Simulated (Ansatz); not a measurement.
# A series in volume scale on BaTiO3

All results are calculated (Ansatz 0.2.0). Periodic Kohn-Sham DFT of a crystal at fixed atoms, scaled to volume_scale times the given cell; pressure positive in compression, energy less spherical unpolarised free atoms, largest_vzz the field gradient of largest size among the nuclei.

The cell before it is scaled or strained (space group P4mm, No. 99):
```
CELL_PARAMETERS angstrom
3.99980 0.00000 0.00000
0.00000 3.99980 0.00000
0.00000 0.00000 4.01800
ATOMIC_POSITIONS crystal
Ba 0.00000 0.00000 0.00000
Ti 0.50000 0.50000 0.48200
O 0.50000 0.50000 0.01600
O 0.50000 0.00000 0.51500
O 0.00000 0.50000 0.51500
```

Settings of every row: method all-electron PAW; functional PBE; relativity scalar; k mesh 7x7x7; filling fermi-dirac; smearing width 0.08 eV; nucleus gaussian.

Atom start moment: 0 on all atoms.

Limits: field gradient without spin-orbit coupling on heavy atoms; no spin-orbit coupling on heavy atoms.

| row | volume scale | V (Å³/atom) | largest V_zz (1e21 V/m^2) | pressure (GPa) |
| --- | --- | --- | --- | --- |
| 1 | 0.94 | 12.085 | 2.204 | 14.888 |
| 2 | 0.96 | 12.342 | 2.381 | 10.364 |
| 3 | 0.98 | 12.599 | 2.553 | 6.306 |
| 4 | 0.99 | 12.728 | 2.637 | 4.436 |
| 5 | 1 | 12.856 | 2.719 | 2.664 |
| 6 | 1.01 | 12.985 | 2.8 | 0.986 |
| 7 | 1.02 | 13.113 | ? | ? |
| 8 | 1.04 | 13.371 | 3.036 | -3.537 |
| 9 | 1.06 | 13.628 | 3.187 | -6.169 |

Question: what largest V_zz and pressure should row 7 give?

Worked fit of largest V_zz. Take t = volume scale − 1. The shown rows have t = -0.06, -0.04, -0.02, -0.01, 0, 0.01, 0.04, 0.06. Least squares give largest V_zz = 2.7191 + 8.189 × t − 6.58 × t² 1e21 V/m^2; a straight line predicts inner rows, each left out in turn, worse (root mean square 0.0078 against 0.00035 1e21 V/m^2). All shown rows lie on it to the printed digit. The withheld row has t = 0.02, so the fit gives 2.7191 + 8.189 × (0.02) − 6.58 × (0.02)² = 2.880 1e21 V/m^2.

The calculation gave 2.88 1e21 V/m^2. The fit meets it to the printed digit.

Worked fit of pressure. Take u = (V_r/V)^(2/3) − 1 with V_r = 12.792 Å³ an atom, which is twice the finite (Eulerian) strain; such expansions in the strain, on which the Birch-Murnaghan equation of state is built, carry the rest volume and the bulk modulus. The shown rows have u = 0.03863, 0.02416, 0.01019, 0.00335, -0.00332, -0.00993, -0.02908, -0.04133. Least squares give pressure = 3.5376 + 264.264 × u + 739.53 × u² + 669 × u³ GPa; a parabola predicts inner rows, each left out in turn, worse (root mean square 0.011 against 0.0039 GPa). The rows lie off it by 0.000, 0.001, -0.002, 0.005, -0.004, 0.000, 0.001, -0.001 (root mean square 0.0024 GPa). The pressure vanishes at u = -0.0139, or V = 13.06 Å³ an atom, and there the bulk modulus at fixed shape and fractions is B = −V dP/dV = (2/3)(1 + u) dP/du = 160 GPa. Letting shape and atoms relax would as a rule lower it, by much in layered, chain or molecular crystals. The withheld row has u = -0.01639, so the fit gives 3.5376 + 264.264 × (-0.01639) + 739.53 × (-0.01639)² + 669 × (-0.01639)³ = -0.598 GPa.

The calculation gave -0.604 GPa. The fit lies 0.006 GPa (0.028 % of the column's range) above it; its largest miss of a shown row is 0.005 GPa.
